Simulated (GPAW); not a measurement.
# TiCo (Pm-3m) in GPAW: convergence with k mesh

Aim: find how far k mesh must go before the results for TiCo settle, at RPBE. This setting moves, with any that are tied to it; all else stays.

Everything below comes from runs of GPAW 26.7.0. Logs are shortened: lines on timing, memory, paths and dates and some standing lists are left out, and cuts for length are marked. The log counts tension as positive stress, the text compression.

### Step 1. Starting point

It takes space group Pm-3m (No. 221, cubic). The conventional cell has a = 2.986 Å, b = 2.986 Å, c = 2.986 Å, α = 90.00°, β = 90.00°, γ = 90.00°. Around Co (site symmetry m-3m) lie 8 Ti at 2.59 Å. Ti (site symmetry m-3m) is surrounded by 8 Co at 2.59 Å.

The cell comes from a database or a generator and needn't be the stable form of this composition.

### Step 2. With k mesh 3 × 3 × 3

Input file run.py:

```python
import numpy as np
from ase import Atoms
from ase.dft.bandgap import bandgap
from ase.io import write
from ase.units import GPa
from gpaw import GPAW, PW
from gpaw.hyperfine import hyperfine_parameters

atoms = Atoms(['Co', 'Ti'],
              cell=[[2.98611099, 0.0, 0.0],
                    [0.0, 2.98611099, 0.0],
                    [0.0, 0.0, 2.98611099]],
              scaled_positions=[[0.5, 0.5, 0.5],
                                [0.0, 0.0, 0.0]],
              pbc=True)
atoms.set_initial_magnetic_moments([2.0, -0.5])

calc = GPAW(mode=PW(450),
            xc='RPBE',
            kpts={'size': (3, 3, 3), 'gamma': True},
            occupations={'name': 'fermi-dirac', 'width': 0.05},
            nbands=23,
            convergence={'density': 1e-05, 'energy': 1e-05},
            maxiter=150,
            txt='gpaw.txt')
atoms.calc = calc
energy = atoms.get_potential_energy()
forces = atoms.get_forces()
stress = atoms.get_stress()
calc.write('gs.gpw')
write('result.traj', atoms)
print(f'Energy: {energy:.6f} eV')
print('Forces (eV/A):')
print(forces.round(4))
print('Stress (GPa):', (stress / GPa).round(3))
print('Moments:', calc.get_magnetic_moments().round(3))
print('Fermi level:', round(calc.get_fermi_level(), 4), 'eV')
print(f'Gap: {bandgap(calc)[0]:.4f} eV, direct: {bandgap(calc, direct=True)[0]:.4f} eV')

mu_N = 3.15245125e-8  # eV/T
for core in (False, True):
    try:
        A = hyperfine_parameters(calc, exclude_core=not core)
    except AssertionError:
        print('The core levels were not found')
        break
    for a, A_vv in zip(atoms, A):
        iso = np.trace(A_vv) / 3
        dip = np.linalg.eigvalsh(A_vv - iso * np.eye(3))
        print('with core' if core else 'valence', a.symbol, f'contact field {iso / (2 * mu_N):.3f} T, dipolar',
              *(dip / (2 * mu_N)).round(3), 'T')
```

Potentials or basis: the program's PAW data sets (release 1.2.1) made for this functional, pw.

Command:

```
$ OMP_NUM_THREADS=1 python run.py
```

It took 6.6 s on 1 thread of Arm Neoverse V1, shared host; peak memory 0.13 GiB.

What came out:

```
Free energy            : -14.6700 eV
Pressure               : -3.0 GPa
Band gap on the k mesh : none (metal or under the smearing width)
Net moment             : 0.68 μB per cell
Site moments           : Co +0.60; Ti +0.11 μB
```

### Step 3. With k mesh 4 × 4 × 4

Edit run.py of step 2 so:

```diff
@@ -19,3 +19,3 @@
             xc='RPBE',
-            kpts={'size': (3, 3, 3), 'gamma': True},
+            kpts={'size': (4, 4, 4), 'gamma': True},
             occupations={'name': 'fermi-dirac', 'width': 0.05},
```

Potentials or basis: the program's PAW data sets (release 1.2.1) made for this functional, pw.

Command:

```
$ OMP_NUM_THREADS=1 python run.py
```

It took 12 s on 1 thread of Arm Neoverse V1, shared host; peak memory 0.13 GiB.

The run converged. Its results:

- Free energy: -14.6654 eV
- Pressure: 0.0 GPa
- Band gap on the k mesh: none (metal or under the smearing width)
- Net moment: 0.91 μB per cell
- Site moments: Co +0.98; Ti -0.01 μB

### Step 4. With k mesh 6 × 6 × 6

Edit run.py of step 3 so:

```diff
@@ -19,3 +19,3 @@
             xc='RPBE',
-            kpts={'size': (4, 4, 4), 'gamma': True},
+            kpts={'size': (6, 6, 6), 'gamma': True},
             occupations={'name': 'fermi-dirac', 'width': 0.05},
```

Command:

```
$ OMP_NUM_THREADS=1 python run.py
```

Run time: 21 s. Hardware: 1 thread of Arm Neoverse V1, shared host; peak memory 0.14 GiB.

Results (log left out):

| Item | Value |
| --- | --- |
| Free energy | -14.5947 eV |
| Pressure | -0.1 GPa |
| Band gap on the k mesh | none (metal or under the smearing width) |
| Net moment | 0.71 μB per cell |
| Site moments | Co +0.85; Ti -0.06 μB |

### Step 5. With k mesh 7 × 7 × 7

Edit run.py of step 4 so:

```diff
@@ -19,3 +19,3 @@
             xc='RPBE',
-            kpts={'size': (6, 6, 6), 'gamma': True},
+            kpts={'size': (7, 7, 7), 'gamma': True},
             occupations={'name': 'fermi-dirac', 'width': 0.05},
```

Command:

```
$ OMP_NUM_THREADS=1 python run.py
```

It took 17 s on 1 thread of Arm Neoverse V1, shared host; peak memory 0.14 GiB.

The run converged. Its results:

```yaml
Free_energy: -14.6298 eV
Pressure: 0.5 GPa
Band_gap_on_the_k_mesh: none (metal or under the smearing width)
Net_moment: 0.84 μB per cell
Site_moments: Co +0.98; Ti -0.06 μB
```

### Step 6. With k mesh 8 × 8 × 8

Edit run.py of step 5 so:

```diff
@@ -19,3 +19,3 @@
             xc='RPBE',
-            kpts={'size': (7, 7, 7), 'gamma': True},
+            kpts={'size': (8, 8, 8), 'gamma': True},
             occupations={'name': 'fermi-dirac', 'width': 0.05},
```

Potentials or basis: the program's PAW data sets (release 1.2.1) made for this functional, pw.

Command:

```
$ OMP_NUM_THREADS=1 python run.py
```

It took 27 s on 1 thread of Arm Neoverse V1, shared host; peak memory 0.15 GiB.

The run converged. Its results:

```yaml
Free_energy: -14.6106 eV
Pressure: 1.2 GPa
Band_gap_on_the_k_mesh: none (metal or under the smearing width)
Net_moment: 0.92 μB per cell
Site_moments: Co +1.04; Ti -0.04 μB
```

### Step 7. With k mesh 10 × 10 × 10

Edit run.py of step 6 so:

```diff
@@ -19,3 +19,3 @@
             xc='RPBE',
-            kpts={'size': (8, 8, 8), 'gamma': True},
+            kpts={'size': (10, 10, 10), 'gamma': True},
             occupations={'name': 'fermi-dirac', 'width': 0.05},
```

Potentials or basis: the program's PAW data sets (release 1.2.1) made for this functional, pw.

Command:

```
$ OMP_NUM_THREADS=1 python run.py
```

gpaw.txt:

```text
__  _  _
 | _ |_)|_||  |
 |__||  | ||/\| - 26.7.0

Input parameters:
  mode=PW(ecut=450.00000000000006),
  convergence={'density': 1e-05, 'energy': 1e-05},
  kpts=MonkhorstPack(size=(10, 10, 10), gamma=True),
  maxiter=150,
  nbands=23,
  occupations=Occupations(name='fermi-dirac', width=0.05),
  xc=XC(name='RPBE')

Diagonalizing LCAO Hamiltonian
Converting LCAO to pw mode
   .------.
  /|      |
 * |      |
 | | Co   |
 | .------.
 |/      /
 Ti-----*

Atoms  # Å, Bohr magnetons
|   | symbol |        x |        y |        z |    initial magnetic moments |
|---|--------|----------|----------|----------|-----------------------------|
| 0 |     Co | 1.493055 | 1.493055 | 1.493055 | ( 0.0000,  0.0000,  2.0000) |
| 1 |     Ti | 0.000000 | 0.000000 | 0.000000 | ( 0.0000,  0.0000, -0.5000) |

Unit cell  # Å
| periodic |        x |        y |        z |  lengths |    angles |
|----------|----------|----------|----------|----------|-----------|
|      yes | 2.986111 | 0.000000 | 0.000000 | 2.986111 | 90.000000 |
|      yes | 0.000000 | 2.986111 | 0.000000 | 2.986111 | 90.000000 |
|      yes | 0.000000 | 0.000000 | 2.986111 | 2.986111 | 90.000000 |

Number of symmetries: 48
Symmetry operations  # r_c * U_cc + t_c -> r_c
|    | kind |            matrix            |
|----|------|------------------------------|
|  0 |  E   |  1, 0, 0,  0, 1, 0,  0, 0, 1 |
|  1 |  σ   |  1, 0, 0,  0, 1, 0,  0, 0,-1 |
|  2 |  σ   |  1, 0, 0,  0, 0, 1,  0, 1, 0 |
|  3 |  C4  |  1, 0, 0,  0, 0, 1,  0,-1, 0 |
|  4 |  C4  |  1, 0, 0,  0, 0,-1,  0, 1, 0 |
|  5 |  σ   |  1, 0, 0,  0, 0,-1,  0,-1, 0 |
|  6 |  σ   |  1, 0, 0,  0,-1, 0,  0, 0, 1 |
|  7 |  C2  |  1, 0, 0,  0,-1, 0,  0, 0,-1 |
|  8 |  σ   |  0, 1, 0,  1, 0, 0,  0, 0, 1 |
|  9 |  C2  |  0, 1, 0,  1, 0, 0,  0, 0,-1 |
| 10 |  C3  |  0, 1, 0,  0, 0, 1,  1, 0, 0 |
| 11 |  S6  |  0, 1, 0,  0, 0, 1, -1, 0, 0 |
| 12 |  S6  |  0, 1, 0,  0, 0,-1,  1, 0, 0 |
[... 174 lines left out ...]
|iter:   4| |  -14.511244 | -2.30 | -1.12 |  +1.2109|
|iter:   5| |  -14.551394 | -3.49 | -1.36 |  +1.1036|
|iter:   6| |  -14.601697 | -3.12 | -1.54 |  +0.9215|
|iter:   7| |  -14.611826 | -3.86 | -1.83 |  +0.8292|
|iter:   8| |  -14.613924 | -4.26 | -2.20 |  +0.8374|
|iter:   9| |  -14.614447 | -4.66 | -2.50 |  +0.8663|
|iter:  10| |  -14.614584 | -5.37 | -2.93 |  +0.8753|
|iter:  11| |  -14.614603c| -6.11 | -3.30 |  +0.8781|
|iter:  12| |  -14.614599c| -6.64 | -3.75 |  +0.8773|
|iter:  13| |  -14.614601c| -8.02c| -4.28 |  +0.8767|
|iter:  14| |  -14.614602c| -7.54c| -4.63 |  +0.8766|
|iter:  15| |  -14.614602c| -8.49c| -5.69c|  +0.8766|

Converged in 15 steps
Energy contributions relative to reference atoms: (reference = -61136.882851)

Energy contributions:
  Kinetic:          14.484260
  Coulomb:         -13.638711
  Zero:              0.310192
  External:          0.000000
  Xc:              -15.765044
  Entropy:          -0.010596
  Spinorbit:         0.000000
  ----------------------------
  Free energy:     -14.619900
  Extrapolated:    -14.614602

dipole moment: (-9.517049, -9.517049, -9.517049)  # |e|*Ang

Total magnetic moment: (0.000000, 0.000000, 0.876551)

Local magnetic moments
|        x |        y |         z |
|----------|----------|-----------|
| 0.000000 | 0.000000 |  1.004444 |  # Co   0
| 0.000000 | 0.000000 | -0.049370 |  # Ti   1

Fermi level: 10.348
Eigenvalues  # (at kpt = [0.000, 0.000, 0.000])
| band index |      eig [eV] | occ [0-1] |      eig [eV] | occ [0-1] |
|------------|---------------|-----------|---------------|-----------|
|          0 |       -46.901 |     1.000 |       -46.948 |     1.000 |
|        ... |               |           |               |           |
|          2 |       -22.945 |     1.000 |       -22.993 |     1.000 |
|          3 |       -22.945 |     1.000 |       -22.993 |     1.000 |
|          4 |         2.615 |     1.000 |         2.576 |     1.000 |
|          5 |         6.110 |     1.000 |         6.841 |     1.000 |
|          6 |         6.110 |     1.000 |         6.841 |     1.000 |
|          7 |         8.419 |     1.000 |         9.021 |     1.000 |
[... 8 lines left out ...]
|         16 |        19.212 |     0.000 |        19.226 |     0.000 |
|         17 |        19.212 |     0.000 |        19.226 |     0.000 |
|        ... |               |           |               |           |
|         22 |        31.337 |     0.000 |        31.162 |     0.000 |

No gap
No difference between direct/indirect transitions

Forces  # eV/Ang
|        x |        y |        z |
|----------|----------|----------|
|  0.00000 | -0.00000 |  0.00000 |  # Co   0
| -0.00000 | -0.00000 | -0.00000 |  # Ti   1

Stress tensor  # eV/Ang^3
|         x |         y |         z |
|-----------|-----------|-----------|
| -0.004207 |  0.000000 |  0.000000 |
|  0.000000 | -0.004207 |  0.000000 |
|  0.000000 |  0.000000 | -0.004207 |

# Writing to gs.gpw (mode='')
```

stdout:

```text
Energy: -14.614602 eV
Forces (eV/A):
[[ 0. -0.  0.]
 [-0. -0. -0.]]
Stress (GPa): [-0.674 -0.674 -0.674  0.     0.     0.   ]
Moments: [ 1.004 -0.049]
Fermi level: 10.3476 eV
Gap: 0.0000 eV, direct: 0.0000 eV
valence Co contact field 26.366 T, dipolar -0.0 -0.0 0.0 T
valence Ti contact field -2.543 T, dipolar -0.0 0.0 0.0 T
with core Co contact field 13.716 T, dipolar -0.0 -0.0 0.0 T
with core Ti contact field -2.067 T, dipolar -0.0 0.0 0.0 T
```

It took 41 s on 1 thread of Arm Neoverse V1, shared host; peak memory 0.16 GiB.

What came out:

- Free energy: -14.6199 eV
- Pressure: 0.7 GPa
- Band gap on the k mesh: none (metal or under the smearing width)
- Net moment: 0.88 μB per cell
- Site moments: Co +1.00; Ti -0.05 μB

### Step 8. Result

```csv
k mesh,"energy less the tightest run, at zero smearing (meV/atom)",pressure (GPa),largest site moment (μB),SCF cycles,CPU time (s),peak memory (GiB)
3 × 3 × 3,-22.80,-3.02,0.60,15,6.6,0.13
4 × 4 × 4,-21.21,-0.04,0.98,17,12,0.13
6 × 6 × 6,15.88,-0.15,0.85,19,21,0.14
7 × 7 × 7,-5.50,0.45,0.98,15,17,0.14
8 × 8 × 8,5.15,1.22,1.04,15,27,0.15
10 × 10 × 10,0.00,0.67,1.00,15,41,0.16
```

Not settled before the last step: the energy (to 1 meV/atom), the pressure (to 0.1 GPa), the largest site moment (to 0.02 μB). Meshes of other sizes hit other points, so gaps and Fermi surfaces needn't settle smoothly. The tightest run that finished is the yardstick and may itself not be fully converged.

Caveats: the cutoff is short for stress and forces, so pressures can be off by a GPa or more; the dipolar part lacks the spin inside other atoms' spheres.
